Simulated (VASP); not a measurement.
# Mo (Im-3m) in VASP: further runs

The runs below take Mo through optical spectrum, band structure, single point, with BEEF-vdW, vdW-DF-cx, LDA+U, PBE.

Program: VASP 6.6.1. These are calculated values, not measurements. Logs are shortened: lines on timing, memory, paths and dates and some standing lists are left out, and cuts for length are marked.

## Step 1: Starting point

It takes space group Im-3m (No. 229, cubic). The conventional cell has a = 3.168 Å, b = 3.168 Å, c = 3.168 Å, α = 90.00°, β = 90.00°, γ = 90.00°. Mo (site symmetry m-3m) has 8 Mo at 2.74 Å as nearest neighbours.

## Step 2: Optical spectrum, BEEF-vdW

INCAR

```
SYSTEM = Mo
ALGO = Normal
CSHIFT = 0.1
EDIFF = 1E-6
ENCUT = 520
GGA = BF
ISIF = 2
ISMEAR = -1
LASPH = .True.
LCHARG = .False.
LOPTICS = .True.
LREAL = .False.
LUSE_VDW = .True.
LWAVE = .False.
NBANDS = 55
NEDOS = 2000
NELM = 80
PREC = Accurate
SIGMA = 0.05
ZAB_VDW = -1.8867
```

KPOINTS

```
k-points
0
Gamma
  12 12 12
  0 0 0
```

POSCAR

```
Mo
2.7432
   -0.577358184565      0.577358184565      0.577358184565
    0.577358184565     -0.577358184565      0.577358184565
    0.577358184565      0.577358184565     -0.577358184565
Mo
1
Direct
    0.0000000000      0.0000000000      0.0000000000
```

Potentials or basis: VASP PAW PBE potentials, release 64 (Mo_sv).

Launch:

```console
> cat potpaw_PBE.64/Mo_sv/POTCAR > POTCAR
> mpirun -np 1 vasp_std > vasp.out
```

OUTCAR:

```text
SYSTEM = Mo
   EDIFF = 1E-6
   ENCUT = 520
   GGA = BF
   ISIF = 2
   ISMEAR = -1
   LASPH = .True.
   LREAL = .False.
   NELM = 80
   PREC = Accurate

 ion  position               nearest neighbor table
   1  0.000  0.000  0.000-

  LATTYP: Found a body centered cubic cell.
 ALAT       =     3.1676179438

  Lattice vectors:

 A1 = (  -1.5838089719,   1.5838089719,   1.5838089719)
 A2 = (   1.5838089719,  -1.5838089719,   1.5838089719)
 A3 = (   1.5838089719,   1.5838089719,  -1.5838089719)

Analysis of symmetry for initial positions (statically):
=====================================================================
 Subroutine PRICEL returns:
 Original cell was already a primitive cell.

 Routine SETGRP: Setting up the symmetry group for a
 body centered cubic supercell.

 Subroutine GETGRP returns: Found 48 space group operations
 (whereof 48 operations were pure point group operations)
 out of a pool of 48 trial point group operations.

The static configuration has the point symmetry O_h .

Analysis of symmetry for dynamics (positions and initial velocities):
=====================================================================
 Subroutine PRICEL returns:
 Original cell was already a primitive cell.

 Routine SETGRP: Setting up the symmetry group for a
 body centered cubic supercell.

 Subroutine GETGRP returns: Found 48 space group operations
 (whereof 48 operations were pure point group operations)
 out of a pool of 48 trial point group operations.

The dynamic configuration has the point symmetry O_h .

 Subroutine INISYM returns: Found 48 space group operations
 (whereof 48 operations are pure point group operations),
 and found     1 'primitive' translations

----------------------------------------------------------------------------------------

                                     Primitive cell

  volume of cell :      15.8916

  direct lattice vectors                    reciprocal lattice vectors
    -1.583808972  1.583808972  1.583808972     0.000000000  0.315694638  0.315694638
     1.583808972 -1.583808972  1.583808972     0.315694638  0.000000000  0.315694638
     1.583808972  1.583808972 -1.583808972     0.315694638  0.315694638  0.000000000

  length of vectors
     2.743237609  2.743237609  2.743237609     0.446459639  0.446459639  0.446459639

  position of ions in fractional coordinates (direct lattice)
     0.000000000  0.000000000  0.000000000

  ion indices of the primitive-cell ions
   primitive index   ion index
                 1           1

----------------------------------------------------------------------------------------

 KPOINTS: k-points

Automatic generation of k-mesh.
 Grid dimensions read from file:
 generate k-points for:   12   12   12

 Generating k-lattice:

  Cartesian coordinates                     Fractional coordinates (reciprocal lattice)
     0.000000000  0.026307886  0.026307886     0.083333333  0.000000000  0.000000000
     0.026307886  0.000000000  0.026307886     0.000000000  0.083333333  0.000000000
     0.026307886  0.026307886  0.000000000     0.000000000  0.000000000  0.083333333

  Length of vectors
     0.037204970  0.037204970  0.037204970

  Shift w.r.t. Gamma in fractional coordinates (k-lattice)
     0.000000000  0.000000000  0.000000000

 Subroutine IBZKPT returns following result:
 ===========================================

 Found     72 irreducible k-points:

 Following reciprocal coordinates:
            Coordinates               Weight
  0.000000  0.000000  0.000000      1.000000
  0.083333  0.000000  0.000000     12.000000
  0.166667  0.000000  0.000000     12.000000
  0.250000  0.000000  0.000000     12.000000
  0.333333  0.000000  0.000000     12.000000
  0.416667  0.000000  0.000000     12.000000
[... 42 lines left out ...]
 -0.250000  0.250000  0.166667     24.000000
 -0.333333  0.333333  0.166667     24.000000
 [... further k-points ...]
   k-points           NKPTS =     72   k-points in BZ     NKDIM =     72   number of bands    NBANDS=     55
   number of dos      NEDOS =   2000   number of ions     NIONS =      1
   total plane-waves  NPLWV =   8000
   dimension x,y,z NGX =    20 NGY =   20 NGZ =   20
   dimension x,y,z NGXF=    40 NGYF=   40 NGZF=   40
   ions per type =               1
   NGX,Y,Z   is equivalent  to a cutoff of  12.12, 12.12, 12.12 a.u.
   NGXF,Y,Z  is equivalent  to a cutoff of  24.24, 24.24, 24.24 a.u.
 SYSTEM =  Mo
   PREC   = accura    normal or accurate (medium, high low for compatibility)
   ISTART =      0    job   : 0-new  1-cont  2-samecut
   ICHARG =      2    charge: 1-file 2-atom 10-const
   ISPIN  =      1    spin polarized calculation?
   LNONCOLLINEAR =      F non collinear calculations
   LSORBIT =      F    spin-orbit coupling
   LASPH  =      T    aspherical Exc in radial PAW
   ENCUT  =  520.0 eV  38.22 Ry    6.18 a.u.   5.10  5.10  5.10*2*pi/ulx,y,z
   NELM   =     80;   NELMIN=  2; NELMDL= -5     # of ELM steps
   EDIFF  = 0.1E-05   stopping-criterion for ELM
   LREAL  =      F    real-space projection
   EDIFFG = 0.1E-04   stopping-criterion for IOM
   NSW    =      0    number of steps for IOM
   IBRION =     -1    ionic relax: 0-MD 1-quasi-New 2-CG
   NFREE  =      0    steps in history (QN), initial steepest desc. (CG)
   ISIF   =      2    stress and relaxation
   ISYM   =      2    0-nonsym 1-usesym 2-fastsym
   POTIM  = 0.5000    time-step for ionic-motion
   TEBEG  =    0.0;   TEEND  =   0.0 temperature during run
   PSTRESS=    0.0 pullay stress
   NELECT =      14.0000    total number of electrons
   NUPDOWN=      -1.0000    fix difference up-down
   EMIN   =  10.00;   EMAX   =-10.00  energy-range for DOS
   EFERMI =   0.00;   METHOD = LEGACY
   ISMEAR =    -1;   SIGMA  =   0.05  broadening in eV -4-tet -1-fermi 0-gaus
   EFERMI_NEDOS =   21; number of points for ismear=-14 and -15
   IALGO  =     38    algorithm
   IMIX   =      4    mixing-type and parameters
     AMIX     =   0.40;   BMIX     =  1.00
     AMIX_MAG =   1.60;   BMIX_MAG =  1.00
  volume/ion in A,a.u.               =      15.89       107.24
  Fermi-wavevector in a.u.,A,eV,Ry     =   1.569380  2.965698 33.510508  2.462953
  Thomas-Fermi vector in A             =   2.671271
   LORBIT       =      0    0 simple, 1 ext, 2 COOP (PROOUT), +10 PAW based schemes
   GGA     = BF    functional components
   LHFCALC =     F    Hartree Fock is set to
   AEXX    =    0.0000 exact exchange contribution
   IVDW_NL    =     1    kernel type
   BPARAM     = 6.3000
   IVDW    =     0    specifies the selected vdW correction
   LEPSILON=     F    determine dielectric tensor
   LRPA    =     F    only Hartree local field effects (RPA)
 non-spin polarized calculation
  energy-cutoff  :      520.00
  volume of cell :       15.89
 maximum number of plane-waves:       442
   NGX = 11   NGY = 11   NGZ = 11

 number of electron      14.0000005 magnetization

 Free energy of the ion-electron system (eV)
  ---------------------------------------------------
  ext. energy  EPLUGINS =         0.00000000
  ---------------------------------------------------
  free energy    TOTEN  =        -7.65597408 eV

  energy without entropy =       -7.65333322  energy(sigma->0) =       -7.65465365

 E-fermi :  11.9863     XC(G=0): -13.5075

 val. band max:       11.9479773829   @ k =  -0.1667   0.2500   0.0833
 cond. band min:      11.9915789211   @ k =   0.5000   0.5000   0.0833
 fundamental gap:      0.0436015382
 Fermi energy:        11.9863422150

 k-point     1 :       0.0000    0.0000    0.0000
  band No.  band energies     occupation
      1     -49.4955      2.00000
      2     -22.7554      2.00000
      3     -22.7554      2.00000
      4     -22.7554      2.00000
      5       4.9465      2.00000
      6      10.6956      2.00000
[... 11 lines left out ...]
     18      41.7741      0.00000
     19      47.7954      0.00000

 k-point     2 :       0.0833    0.0000    0.0000
  band No.  band energies     occupation
      1     -49.4796      2.00000
      2     -22.8478      2.00000
      3     -22.7841      2.00000
      4     -22.7560      2.00000
      5       5.2430      2.00000
      6      10.5321      2.00000
[... 828 lines left out ...]
 k-point    40 :      -0.4167    0.5000    0.0833
  band No.  band energies     occupation
      1     -49.2333      2.00000
      2     -23.9559      2.00000
      3     -23.2692      2.00000
      4     -22.8960      2.00000
      5       7.5001      2.00000
      6       9.3293      2.00000
[... 11 lines left out ...]
     18      44.1759      0.00000
     19      47.1544      0.00000

 [... further k-points ...]

 [bands above 19 left out]

------------------------ aborting loop because EDIFF is reached ----------------------------------------

  FORCE on cell =-STRESS in cart. coord.  units (eV):
  Direction    XX          YY          ZZ          XY          YZ          ZX
  --------------------------------------------------------------------------------------
  -------------------------------------------------------------------------------------
  Total       -0.0053481     -0.0053481     -0.0053481      0.0000000     -0.0000000      0.0000000
  in kB       -0.5391944     -0.5391944     -0.5391944      0.0000000     -0.0000000      0.0000000
  external PRESSURE =      -0.5391944 kB  Pullay stress =       0.0000000 kB

 VOLUME and BASIS-vectors are now :
 -----------------------------------------------------------------------------
  energy-cutoff  :      520.00
  volume of cell :       15.89
      direct lattice vectors                 reciprocal lattice vectors
    -1.583808972  1.583808972  1.583808972     0.000000000  0.315694638  0.315694638
     1.583808972 -1.583808972  1.583808972     0.315694638  0.000000000  0.315694638
     1.583808972  1.583808972 -1.583808972     0.315694638  0.315694638  0.000000000

 POSITION                                       TOTAL-FORCE (eV/Angst)
 -----------------------------------------------------------------------------------
      0.00000      0.00000      0.00000         0.000000      0.000000     -0.000000
 -----------------------------------------------------------------------------------
    total drift:                                0.000000     -0.000000      0.000000

  FREE ENERGIE OF THE ION-ELECTRON SYSTEM (eV)
  ---------------------------------------------------
  free  energy   TOTEN  =        -7.6559740848 eV

  energy  without entropy=       -7.6533332181  energy(sigma->0) =       -7.65465365

Total vdW correction in eV:      1.6031929

 electrical conductivity sigma (Mega S m-1) (frequency dependency in vasprun.xml)
  --------------------------------------------------------------------------------------
         NaN         NaN         NaN
         NaN         NaN         NaN
         NaN         NaN         NaN

  frequency dependent IMAGINARY DIELECTRIC FUNCTION (independent particle, no local field effects) density-density
     E(ev)      X         Y         Z        XY        YZ        ZX
  --------------------------------------------------------------------------------------------------------------
     0.00000    -0.00484    -0.00484    -0.00484     0.00000    -0.00000     0.00000
     2.07614    36.49588    36.49588    36.49588     0.00000     0.00000    -0.00000
     4.15229    32.75015    32.75015    32.75015     0.00000    -0.00000     0.00000
     6.22843     4.63135     4.63135     4.63135     0.00000     0.00000     0.00000
     8.30458     0.95704     0.95704     0.95704     0.00000    -0.00000     0.00000
    10.38072     0.21356     0.21356     0.21356    -0.00000    -0.00000     0.00000
[... 92 lines left out ...]
   203.46219     0.00000     0.00000     0.00000     0.00000    -0.00000     0.00000
   205.53834     0.00000     0.00000     0.00000     0.00000    -0.00000     0.00000

  frequency dependent      REAL DIELECTRIC FUNCTION (independent particle, no local field effects) density-density
     E(ev)        X           Y           Z          XY          YZ          ZX
  --------------------------------------------------------------------------------------------------------------
     0.00000    48.02352    48.02352    48.02352     0.00000     0.00000     0.00000
     2.07614    17.32604    17.32604    17.32604    -0.00000    -0.00000     0.00000
     4.15229    -5.52359    -5.52359    -5.52359    -0.00000     0.00000    -0.00000
     6.22843    -7.19191    -7.19191    -7.19191     0.00000     0.00000     0.00000
     8.30458    -3.19195    -3.19195    -3.19195    -0.00000     0.00000    -0.00000
    10.38072     0.29076     0.29076     0.29076     0.00000     0.00000     0.00000
[... 92 lines left out ...]
   203.46219     0.97410     0.97410     0.97410    -0.00000    -0.00000     0.00000
   205.53834     0.97466     0.97466     0.97466    -0.00000    -0.00000     0.00000

  frequency dependent IMAGINARY DIELECTRIC FUNCTION (independent particle, no local field effects) current-current
     E(ev)      X         Y         Z        XY        YZ        ZX
  --------------------------------------------------------------------------------------------------------------
     0.00000     1.28709     1.28709     1.28709    -0.00000    -0.00000    -0.00000
     2.07614    35.14445    35.14445    35.14445    -0.00000    -0.00000    -0.00000
     4.15229    32.54940    32.54940    32.54940    -0.00000    -0.00000    -0.00000
     6.22843     4.61144     4.61144     4.61144    -0.00000    -0.00000     0.00000
     8.30458     0.94498     0.94498     0.94498    -0.00000    -0.00000     0.00000
    10.38072     0.21423     0.21423     0.21423     0.00000     0.00000     0.00000
[... 92 lines left out ...]
   203.46219     0.00000     0.00000     0.00000    -0.00000    -0.00000     0.00000
   205.53834     0.00000     0.00000     0.00000    -0.00000    -0.00000     0.00000

  frequency dependent      REAL DIELECTRIC FUNCTION (independent particle, no local field effects) current-current
     E(ev)        X           Y           Z          XY          YZ          ZX
  --------------------------------------------------------------------------------------------------------------
     0.00000    47.14663    47.14663    47.14663     0.00000     0.00000    -0.00000
     2.07614    13.80527    13.80527    13.80527    -0.00000    -0.00000     0.00000
     4.15229    -7.07940    -7.07940    -7.07940    -0.00000    -0.00000    -0.00000
     6.22843    -7.33559    -7.33559    -7.33559     0.00000     0.00000     0.00000
     8.30458    -3.22187    -3.22187    -3.22187     0.00000     0.00000    -0.00000
    10.38072     0.28532     0.28532     0.28532     0.00000     0.00000     0.00000
[... 92 lines left out ...]
   203.46219     0.97410     0.97410     0.97410     0.00000    -0.00000    -0.00000
   205.53834     0.97466     0.97466     0.97466     0.00000    -0.00000    -0.00000
```

Wall time 30 s (1 thread of Intel Xeon 6975P-C (Granite Rapids), shared host); peak memory 0.25 GiB.

Results:

```yaml
Free_energy: -7.6560 eV
Pressure: -0.1 GPa
Band_gap_on_the_k_mesh: none (metal or under the smearing width)
```

Dielectric function (mean over the directions given):
```
energy (eV)  real part  imaginary part
       0.31      52.44            2.36
       1.25      21.72           25.53
       2.28      19.24           27.86
       3.32       6.23           21.24
       4.36      -9.06           26.07
       5.40      -7.39            9.76
       6.44      -6.07            2.97
       7.47      -4.67            2.10
       8.51      -2.53            0.86
       9.55      -1.04            1.53
      10.59       0.80            0.35
      11.63      -0.18            3.81
      12.66      -0.27            3.96
      13.70      -0.05            2.77
      14.74       0.37            2.06
      15.78       1.04            2.09
      16.82      -0.19            3.22
      17.85      -1.30            2.74
      18.89      -1.21            1.02
      19.93      -0.35            0.84
```

Caveat: spectra need much finer meshes, so this one isn't converged; independent-particle spectra lack excitons; the intraband (Drude) part of a metal's response may be missing; the PAW data sets were made with another functional, which shifts forces and pressure a little.

(Part 1 of 2 ends here.)
